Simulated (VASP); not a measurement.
# ZrB2 (P6/mmm) in VASP: notebook

One crystal, ZrB2, is run at these levels: PBEsol, PBE; tasks: single point, equation of state.

Everything below comes from runs of VASP 6.6.1. Logs are shortened: lines on timing, memory, paths and dates and some standing lists are left out, and cuts for length are marked.

## (1) The structure

The structure is hexagonal, space group P6/mmm (No. 191). Conventional cell: a = 3.170 Å, b = 3.170 Å, c = 3.533 Å, α = 90.00°, β = 90.00°, γ = 120.00°. Zr (site symmetry 6/mmm) has 12 B at 2.54 Å as nearest neighbours. B (site symmetry -6m2) is surrounded by 3 B at 1.83 Å.

## (2) Single point, PBEsol

File INCAR:

```
ALGO     = Normal         # electronic algorithm
EDIFF    = 1E-7           # SCF threshold, eV
ENCUT    = 520            # plane-wave cutoff, eV
GGA      = PS             # functional
ISIF     = 2              # what is computed and relaxed
ISMEAR   = -1             # smearing method
LASPH    = True           # aspherical terms in the spheres
LCHARG   = True           # write CHGCAR
LELF     = True           # ELF
LREAL    = False          # projectors in reciprocal space
LVHAR    = True         
LWAVE    = False          # write WAVECAR
NBANDS   = 16             # bands
NELM     = 80             # most SCF steps
PREC     = Accurate       # precision mode
SIGMA    = 0.05           # smearing width, eV
```

File KPOINTS:

```
k-points
0
Gamma
  10 10 8
```

File POSCAR:

```
ZrB2
1.0
    3.1700000000      0.0000000000      0.0000000000
   -1.5850000000      2.7453005300      0.0000000000
    0.0000000000      0.0000000000      3.5330000000
Zr B
1 2
Direct
    0.0000000000      0.0000000000      0.0000000000
    0.6666666667      0.3333333333      0.5000000000
    0.3333333333      0.6666666667      0.5000000000
```

Potentials or basis: VASP PAW PBE potentials, release 64 (Zr_sv, B).

On the command line:

```
cat potpaw_PBE.64/Zr_sv/POTCAR potpaw_PBE.64/B/POTCAR > POTCAR
mpirun -np 1 vasp_std > vasp.out
```

OUTCAR:

```text
EDIFF = 1E-7
   ENCUT = 520
   GGA = PS
   ISIF = 2
   ISMEAR = -1
   LASPH = True
   LREAL = False
   NELM = 80
   PREC = Accurate

 ion  position               nearest neighbor table
   1  0.000  0.000  0.000-   2 2.54   3 2.54   2 2.54   3 2.54   2 2.54   2 2.54   3 2.54   3 2.54
                             2 2.54   2 2.54   3 2.54   3 2.54
   2  0.667  0.333  0.500-   3 1.83   3 1.83   3 1.83   1 2.54   1 2.54   1 2.54   1 2.54   1 2.54
                             1 2.54
   3  0.333  0.667  0.500-   2 1.83   2 1.83   2 1.83   1 2.54   1 2.54   1 2.54   1 2.54   1 2.54
                             1 2.54

  LATTYP: Found a hexagonal cell.
 ALAT       =     3.1700000000
 C/A-ratio  =     1.1145110410

  Lattice vectors:

 A1 = (   3.1700000000,   0.0000000000,   0.0000000000)
 A2 = (  -1.5850000000,   2.7453005300,   0.0000000000)
 A3 = (   0.0000000000,   0.0000000000,   3.5330000000)

Analysis of symmetry for initial positions (statically):
=====================================================================
 Subroutine PRICEL returns:
 Original cell was already a primitive cell.

 Routine SETGRP: Setting up the symmetry group for a
 hexagonal supercell.

 Subroutine GETGRP returns: Found 24 space group operations
 (whereof 24 operations were pure point group operations)
 out of a pool of 24 trial point group operations.

The static configuration has the point symmetry D_6h.

Analysis of symmetry for dynamics (positions and initial velocities):
=====================================================================
 Subroutine PRICEL returns:
 Original cell was already a primitive cell.

 Routine SETGRP: Setting up the symmetry group for a
 hexagonal supercell.

 Subroutine GETGRP returns: Found 24 space group operations
 (whereof 24 operations were pure point group operations)
 out of a pool of 24 trial point group operations.

The dynamic configuration has the point symmetry D_6h.

 Subroutine INISYM returns: Found 24 space group operations
 (whereof 24 operations are pure point group operations),
 and found     1 'primitive' translations

----------------------------------------------------------------------------------------

                                     Primitive cell

  volume of cell :      30.7463

  direct lattice vectors                    reciprocal lattice vectors
     3.170000000  0.000000000  0.000000000     0.315457413  0.182129422  0.000000000
    -1.585000000  2.745300530  0.000000000     0.000000000  0.364258845  0.000000000
[... 90 lines left out ...]
   NSW    =      0    number of steps for IOM
   IBRION =     -1    ionic relax: 0-MD 1-quasi-New 2-CG
   NFREE  =      0    steps in history (QN), initial steepest desc. (CG)
   ISIF   =      2    stress and relaxation
   ISYM   =      2    0-nonsym 1-usesym 2-fastsym
   POTIM  = 0.5000    time-step for ionic-motion
   TEBEG  =    0.0;   TEEND  =   0.0 temperature during run
   PSTRESS=    0.0 pullay stress
   NELECT =      18.0000    total number of electrons
   NUPDOWN=      -1.0000    fix difference up-down
   EMIN   =  10.00;   EMAX   =-10.00  energy-range for DOS
   EFERMI =   0.00;   METHOD = LEGACY
   ISMEAR =    -1;   SIGMA  =   0.05  broadening in eV -4-tet -1-fermi 0-gaus
   EFERMI_NEDOS =   21; number of points for ismear=-14 and -15
   IALGO  =     38    algorithm
   IMIX   =      4    mixing-type and parameters
     AMIX     =   0.40;   BMIX     =  1.00
     AMIX_MAG =   1.60;   BMIX_MAG =  1.00
  volume/ion in A,a.u.               =      10.25        69.16
  Fermi-wavevector in a.u.,A,eV,Ry     =   1.369519  2.588016 25.518847  1.875582
  Thomas-Fermi vector in A             =   2.495387
   LORBIT       =      0    0 simple, 1 ext, 2 COOP (PROOUT), +10 PAW based schemes
   GGA     = PS    functional components
   LHFCALC =     F    Hartree Fock is set to
   AEXX    =    0.0000 exact exchange contribution
   IVDW    =     0    specifies the selected vdW correction
   LEPSILON=     F    determine dielectric tensor
   LRPA    =     F    only Hartree local field effects (RPA)
 non-spin polarized calculation
  energy-cutoff  :      520.00
  volume of cell :       30.75
 maximum number of plane-waves:       844
 NGX is ok and might be reduce to    24
   NGX = 11   NGY = 11   NGZ = 13

 number of electron      18.0000000 magnetization

 Free energy of the ion-electron system (eV)
  ---------------------------------------------------
  ext. energy  EPLUGINS =         0.00000000
  ---------------------------------------------------
  free energy    TOTEN  =       -26.39468776 eV

  energy without entropy =      -26.39187660  energy(sigma->0) =      -26.39328218

 E-fermi :  10.3256     XC(G=0): -12.5381

 val. band max:       10.2882132040   @ k =   0.2000   0.2000   0.1250
 cond. band min:      10.4883743589   @ k =   0.1000  -0.0000   0.5000
 fundamental gap:      0.2001611549
 Fermi energy:        10.3255562880

 k-point     1 :       0.0000    0.0000    0.0000
  band No.  band energies     occupation
      1     -38.0811      2.00000
      2     -16.3026      2.00000
      3     -15.7448      2.00000
      4     -15.7448      2.00000
      5      -2.2680      2.00000
      6       7.8049      2.00000
[... 433 lines left out ...]
      3     -16.1706      2.00000
      4     -16.0100      2.00000
      5       1.2017      2.00000
      6       2.4531      2.00000
[... 8 lines left out ...]
     15      18.7381      0.00000
     16      20.5469      0.00000

 [... further k-points ...]

------------------------ aborting loop because EDIFF is reached ----------------------------------------

  FORCE on cell =-STRESS in cart. coord.  units (eV):
  Direction    XX          YY          ZZ          XY          YZ          ZX
  --------------------------------------------------------------------------------------
  -------------------------------------------------------------------------------------
  Total       -0.7130827     -0.7130827     -0.7355099      0.0000000      0.0000000      0.0000000
  in kB      -37.1584598    -37.1584598    -38.3271292      0.0000000      0.0000000      0.0000000
  external PRESSURE =     -37.5480163 kB  Pullay stress =       0.0000000 kB

 VOLUME and BASIS-vectors are now :
 -----------------------------------------------------------------------------
  energy-cutoff  :      520.00
  volume of cell :       30.75
      direct lattice vectors                 reciprocal lattice vectors
     3.170000000  0.000000000  0.000000000     0.315457413  0.182129422  0.000000000
    -1.585000000  2.745300530  0.000000000     0.000000000  0.364258845  0.000000000
     0.000000000  0.000000000  3.533000000     0.000000000  0.000000000  0.283045570

 POSITION                                       TOTAL-FORCE (eV/Angst)
 -----------------------------------------------------------------------------------
      0.00000      0.00000      0.00000         0.000000      0.000000      0.000000
      1.58500      0.91510      1.76650        -0.000000     -0.000000      0.000000
     -0.00000      1.83020      1.76650         0.000000      0.000000      0.000000
 -----------------------------------------------------------------------------------
    total drift:                               -0.000000      0.000000      0.000000

  FREE ENERGIE OF THE ION-ELECTRON SYSTEM (eV)
  ---------------------------------------------------
  free  energy   TOTEN  =       -26.3946877576 eV

  energy  without entropy=      -26.3918766045  energy(sigma->0) =      -26.39328218
```

Run time: 33 s. Hardware: 1 thread of AMD EPYC 7R13 (Zen 3), shared host; peak memory 0.13 GiB.

Results:

- Free energy: -26.3947 eV
- Pressure: -3.8 GPa
- Band gap on the k mesh: none (metal or under the smearing width)

Caveat: the PAW data sets were made with another functional, which shifts forces and pressure a little.

## (3) Equation of state, PBEsol, 9.63 Å³/atom (volume scaled by 0.94)

INCAR: that of step 2 with these lines changed.

```diff
@@ -7,6 +7,4 @@
 LASPH    = True           # aspherical terms in the spheres
-LCHARG   = True           # write CHGCAR
-LELF     = True           # ELF
+LCHARG   = False          # write CHGCAR
 LREAL    = False          # projectors in reciprocal space
-LVHAR    = True         
 LWAVE    = False          # write WAVECAR
```

KPOINTS is that of step 2.

File POSCAR:

```
ZrB2
1.0
    3.1052879646      0.0000000000      0.0000000000
   -1.5526439823      2.6892582634      0.0000000000
    0.0000000000      0.0000000000      3.4608777221
Zr B
1 2
Direct
    0.0000000000      0.0000000000      0.0000000000
    0.6666666667      0.3333333333      0.5000000000
    0.3333333333      0.6666666667      0.5000000000
```

Potentials or basis: VASP PAW PBE potentials, release 64 (Zr_sv, B).

On the command line:

```
cat potpaw_PBE.64/Zr_sv/POTCAR potpaw_PBE.64/B/POTCAR > POTCAR
mpirun -np 1 vasp_std > vasp.out
```

Run time: 30 s. Hardware: 1 thread of AMD EPYC 7R13 (Zen 3), shared host; peak memory 0.13 GiB.

The run converged. Its results:

| Quantity | Value |
| --- | --- |
| Free energy | -26.3464 eV |
| Pressure | 12.7 GPa |
| Band gap on the k mesh | none (metal or under the smearing width) |

Caveat: the PAW data sets were made with another functional, which shifts forces and pressure a little.

## (4) Equation of state, PBEsol, 9.84 Å³/atom (volume scaled by 0.96)

INCAR is that of step 3.

KPOINTS is that of step 3.

File POSCAR:

```
ZrB2
1.0
    3.1271569103      0.0000000000      0.0000000000
   -1.5635784551      2.7081973259      0.0000000000
    0.0000000000      0.0000000000      3.4852509034
Zr B
1 2
Direct
    0.0000000000      0.0000000000      0.0000000000
    0.6666666667      0.3333333333      0.5000000000
    0.3333333333      0.6666666667      0.5000000000
```

On the command line:

```
cat potpaw_PBE.64/Zr_sv/POTCAR potpaw_PBE.64/B/POTCAR > POTCAR
mpirun -np 1 vasp_std > vasp.out
```

Wall time 25 s (1 thread of AMD EPYC 7R13 (Zen 3), shared host); peak memory 0.13 GiB.

It converged, with:

```yaml
Free_energy: -26.3839 eV
Pressure: 6.7 GPa
Band_gap_on_the_k_mesh: none (metal or under the smearing width)
```

Caveat: the PAW data sets were made with another functional, which shifts forces and pressure a little.

## (5) Equation of state, PBEsol, 10.04 Å³/atom (volume scaled by 0.98)

INCAR is that of step 4.

KPOINTS is that of step 4.

File POSCAR:

```
ZrB2
1.0
    3.1487241912      0.0000000000      0.0000000000
   -1.5743620956      2.7268751391      0.0000000000
    0.0000000000      0.0000000000      3.5092878761
Zr B
1 2
Direct
    0.0000000000      0.0000000000      0.0000000000
    0.6666666667      0.3333333333      0.5000000000
    0.3333333333      0.6666666667      0.5000000000
```

On the command line:

```
cat potpaw_PBE.64/Zr_sv/POTCAR potpaw_PBE.64/B/POTCAR > POTCAR
mpirun -np 1 vasp_std > vasp.out
```

It took 28 s on 1 thread of AMD EPYC 7R13 (Zen 3), shared host; peak memory 0.13 GiB.

Results (log left out):

```yaml
Free_energy: -26.3993 eV
Pressure: 1.2 GPa
Band_gap_on_the_k_mesh: none (metal or under the smearing width)
```

Caveat: the PAW data sets were made with another functional, which shifts forces and pressure a little.

## (6) Equation of state, PBEsol, 10.45 Å³/atom (volume scaled by 1.02)

INCAR is that of step 5.

KPOINTS is that of step 5.

File POSCAR:

```
ZrB2
1.0
    3.1909939893      0.0000000000      0.0000000000
   -1.5954969947      2.7634818581      0.0000000000
    0.0000000000      0.0000000000      3.5563980329
Zr B
1 2
Direct
    0.0000000000      0.0000000000      0.0000000000
    0.6666666667      0.3333333333      0.5000000000
    0.3333333333      0.6666666667      0.5000000000
```

Potentials or basis: VASP PAW PBE potentials, release 64 (Zr_sv, B).

On the command line:

```
cat potpaw_PBE.64/Zr_sv/POTCAR potpaw_PBE.64/B/POTCAR > POTCAR
mpirun -np 1 vasp_std > vasp.out
```

Run time: 31 s. Hardware: 1 thread of AMD EPYC 7R13 (Zen 3), shared host; peak memory 0.13 GiB.

It converged, with:

| Item | Value |
| --- | --- |
| Free energy | -26.3720 eV |
| Pressure | -8.2 GPa |
| Band gap on the k mesh | none (metal or under the smearing width) |

Caveat: the PAW data sets were made with another functional, which shifts forces and pressure a little.

## (7) Equation of state, PBEsol, 10.66 Å³/atom (volume scaled by 1.04)

INCAR is that of step 6.

KPOINTS is that of step 6.

File POSCAR:

```
ZrB2
1.0
    3.2117153101      0.0000000000      0.0000000000
   -1.6058576551      2.7814270483      0.0000000000
    0.0000000000      0.0000000000      3.5794921737
Zr B
1 2
Direct
    0.0000000000      0.0000000000      0.0000000000
    0.6666666667      0.3333333333      0.5000000000
    0.3333333333      0.6666666667      0.5000000000
```

On the command line:

```
cat potpaw_PBE.64/Zr_sv/POTCAR potpaw_PBE.64/B/POTCAR > POTCAR
mpirun -np 1 vasp_std > vasp.out
```

Run time: 27 s. Hardware: 1 thread of AMD EPYC 7R13 (Zen 3), shared host; peak memory 0.13 GiB.

Results (log left out):

```yaml
Free_energy: -26.3328 eV
Pressure: -12.3 GPa
Band_gap_on_the_k_mesh: none (metal or under the smearing width)
```

Caveat: the PAW data sets were made with another functional, which shifts forces and pressure a little.

## (8) Equation of state, PBEsol, 10.86 Å³/atom (volume scaled by 1.06)

INCAR is that of step 7.

KPOINTS is that of step 7.

File POSCAR:

```
ZrB2
1.0
    3.2321726471      0.0000000000      0.0000000000
   -1.6160863235      2.7991436218      0.0000000000
    0.0000000000      0.0000000000      3.6022921016
Zr B
1 2
Direct
    0.0000000000      0.0000000000      0.0000000000
    0.6666666667      0.3333333333      0.5000000000
    0.3333333333      0.6666666667      0.5000000000
```

On the command line:

```
cat potpaw_PBE.64/Zr_sv/POTCAR potpaw_PBE.64/B/POTCAR > POTCAR
mpirun -np 1 vasp_std > vasp.out
```

Wall time 24 s (1 thread of AMD EPYC 7R13 (Zen 3), shared host); peak memory 0.14 GiB.

It converged, with:

- Free energy: -26.2789 eV
- Pressure: -16.0 GPa
- Band gap on the k mesh: none (metal or under the smearing width)

Caveat: the PAW data sets were made with another functional, which shifts forces and pressure a little.

[end of part 1 of 3]
